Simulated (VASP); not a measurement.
Here is a VASP 6.6.1 calculation.

INCAR

```
SYSTEM = W
ALGO = Fast
EDIFF = 1E-7
ENCUT = 520
GGA = PE
ISIF = 2
ISMEAR = 0
LASPH = .True.
LCHARG = .False.
LREAL = .False.
LWAVE = .False.
NBANDS = 13
NELM = 100
PREC = Accurate
SIGMA = 0.1
```

KPOINTS

```
k-points
0
Gamma
  20 20 20
  0 0 0
```

POSCAR

```
W
1.0
   -1.5823450000      1.5823450000      1.5823450000
    1.5823450000     -1.5823450000      1.5823450000
    1.5823450000      1.5823450000     -1.5823450000
W
1
Direct
    0.0000000000      0.0000000000      0.0000000000
```

Potentials or basis: VASP PAW PBE potentials, release 64 (W_sv).

Launch:

```bash
$ cat potpaw_PBE.64/W_sv/POTCAR > POTCAR
$ mpirun -np 1 vasp_std > vasp.out
```

Task: What does it give for the pressure?

Result: 6.2 GPa.

Task: Predict the band gap on the k mesh.

Result: None (metal or under the smearing width).

Spin-orbit coupling is left out, which matters for the levels of W.
